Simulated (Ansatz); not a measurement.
# CoO (zincblende type): how the settings move a single-point run

How sensitive is a single-point run of CoO (zincblende type) to its settings? A reference run comes first, then one run with altered input.

Method: reference: DFT, PBEsol, PAW with Ansatz's default frozen-core files, scalar-relativistic, in Ansatz 0.2.0.

2 further runs of the same task are left out: 1 that didn't finish, 1 set aside as unsound or not needed.

**1. The starting structure**

It takes space group F-43m (No. 216, cubic). The conventional cell has a = 4.499 Å, b = 4.499 Å, c = 4.499 Å, α = 90.00°, β = 90.00°, γ = 90.00°. Co (site symmetry -43m) has 4 O at 1.95 Å as nearest neighbours. O (site symmetry -43m) has 4 Co at 1.95 Å as nearest neighbours.

As a file:

```xyz
2
Lattice="0.0000 2.2496 2.2496 2.2496 0.0000 2.2496 2.2496 2.2496 0.0000" Properties=species:S:1:pos:R:3 pbc="T T T"
Co    0.0000    0.0000    0.0000
O     1.1248    1.1248    1.1248
```

**2. Reference**

input.yaml reads:

```yaml
crystal:
  lattice:
    - [0.0, 2.2495572983, 2.2495572983]
    - [2.2495572983, 0.0, 2.2495572983]
    - [2.2495572983, 2.2495572983, 0.0]
  atoms:
    - { symbol: Co, position: [0.0, 0.0, 0.0], spin: 2.0 }
    - { symbol: O, position: [0.25, 0.25, 0.25] }
magnetization:
  spin_polarized: true
kpoints:
  mp_grid: { grid: [13, 13, 13] }
  band_path:
    path:
      - [0.0, 0.0, 0.0]
      - [-0.5, -0.5, 0.0]
      - [-0.375, -0.375, 0.25]
      - [-0.375, 0.0, 0.375]
      - [0.0, 0.0, 0.0]
      - [0.0, 0.0, 0.5]
      - [-0.5, -0.25, 0.25]
      - [-0.5, -0.5, 0.0]
    npoints: 5
scf:
  occupations: { method: fermi_dirac, width: 0.05 }
hamiltonian:
  xc: pbesol
  pseudopotentials: { kind: paw }
output:
  forces: true
  stress: true
  eigenvalues: true
  efg: { contact_densities: true }
  write_density: true
  write_potential: true
  elf: true
  volumetric_format: npy
```

Launch:

```sh
$ ansatz run input.yaml --threads 1 --pin off --max-ram 3072MiB --backend cpu --events-out ev --progress --plain --runs-dir out
```

**3. Variant: accuracy high**

Edit input.yaml of step 2 so:

```diff
@@ -33,5 +33,2 @@
   efg: { contact_densities: true }
-  write_density: true
-  write_potential: true
-  elf: true
-  volumetric_format: npy
+accuracy: high
```

Before running it: what results should come out? Wanted: for each run, ending; energy change; pressure; abs. moment; force.

As calculated:

| run | ending | energy change | pressure (GPa) | abs. moment (μB) | force (eV/Å) | cycles | time |
| --- | --- | --- | --- | --- | --- | --- | --- |
| reference | converged | 0 | -7.9 | 2.79 | 0.00 | 12 | 14 s |
| 1: accuracy high | converged | 0.0 meV/atom | -7.9 | 2.79 | 0.00 | 15 | 17 s |

Times don't compare one to one where runs were asked for different outputs or read a saved state (see the inputs); cycles may leave out searches for a lower state.

Residual by cycle in the longest SCF loop of each run; runs are numbered as in the table. The quantity is the density residual dr2, in eV.

| cycle | reference | run 1 |
| --- | --- | --- |
| 1 | 4.97 | 4.97 |
| 2 | 0.678 | 0.678 |
| 4 | 0.0716 | 0.0716 |
| 5 | 0.0821 | 0.0822 |
| 6 | 0.0689 | 0.0689 |
| 7 | 4.1e-4 | 4.1e-4 |
| 9 | 1.9e-4 | 1.9e-4 |
| 10 | 1.1e-5 | 1.1e-5 |
| 11 | 1.4e-8 | 1.8e-8 |
| 12 | 3.0e-8 | 1.7e-8 |
| 14 | - | 6.8e-13 |
| 15 | - | 2.9e-12 |

Changing the accuracy level leaves the energy as it was (0.0 meV/atom).
